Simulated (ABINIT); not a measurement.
Wanted: the native input for an ABINIT 10.8.3 (patched build) run.

```
Task                : band structure
Functional          : WC
Potentials or basis : PseudoDojo NC SR PBEsol v0.4.1 standard
Cutoff              : 1034 eV
k mesh              : 11 × 11 × 11
Occupations         : fermi-dirac, width 0.05 eV
Spin                : no spin polarisation
```

Crystal: Au.

```
Au
1.0
     0.00000    2.03500    2.03500
     2.03500    0.00000    2.03500
     2.03500    2.03500    0.00000
Au
1
Direct
  0.00000 0.00000 0.00000
```

The input as run:

run.abi

```
# Datasets: ground state, then fixed potential
ndtset 2

# Pseudopotentials
pp_dirpath "./"
pseudos "Au.upf"

# Structure
acell 3*1.0
rprim
     0.0000000000     3.8455926636     3.8455926636
     3.8455926636     0.0000000000     3.8455926636
     3.8455926636     3.8455926636     0.0000000000
ntypat 1
znucl 79
natom 1
typat 1
xred
     0.0000000000     0.0000000000     0.0000000000

# Plane-wave basis
ecut 38.0

# Exchange and correlation
ixc 23

# Bands and occupations
occopt 3
tsmear 0.05 eV

# SCF cycle
nstep 100

# Output
iomode 3
prtwf 0
prteig 0
prtebands 0
prtden1 1

# Dataset 1
kptopt1 1
ngkpt1 11 11 11
nshiftk1 1
shiftk1 0.0 0.0 0.0
nband1 14
tolvrs1 1.0e-10

# Dataset 2: bands along G-X-W-K-G-L-U-W-L-K
iscf2 -2
getden2 1
nband2 18
nbdbuf2 2
tolwfr2 1.0e-12
kptopt2 -9
ndivsm2 8
prteig2 1
kptbounds2
     0.0000000000     0.0000000000     0.0000000000
     0.5000000000     0.0000000000     0.5000000000
     0.5000000000     0.2500000000     0.7500000000
     0.3750000000     0.3750000000     0.7500000000
     0.0000000000     0.0000000000     0.0000000000
     0.5000000000     0.5000000000     0.5000000000
     0.6250000000     0.2500000000     0.6250000000
     0.5000000000     0.2500000000     0.7500000000
     0.5000000000     0.5000000000     0.5000000000
     0.3750000000     0.3750000000     0.7500000000
```

Potentials or basis: PseudoDojo NC SR PBEsol v0.4.1 standard.

The run is started by

```bash
$ abinit run.abi > log 2>&1
```

Results of the run:

```
Pressure                                              : 2.7 GPa
Band gap on the k mesh                                : none (metal or under the smearing width)
Valence electrons inside the program's atomic spheres : Au 15.59 (radii [1.0584] Å)
```

Caveat: the potentials were made for another functional, which shifts forces and pressure; spin-orbit coupling is left out, which moves the levels of the heavy elements.

Run time: 110 s on 1 thread of Intel(R) Xeon(R) Platinum 8259CL CPU @ 2.50GHz (Skylake/Cascade Lake), on a shared host, peak memory 0.11 GiB.
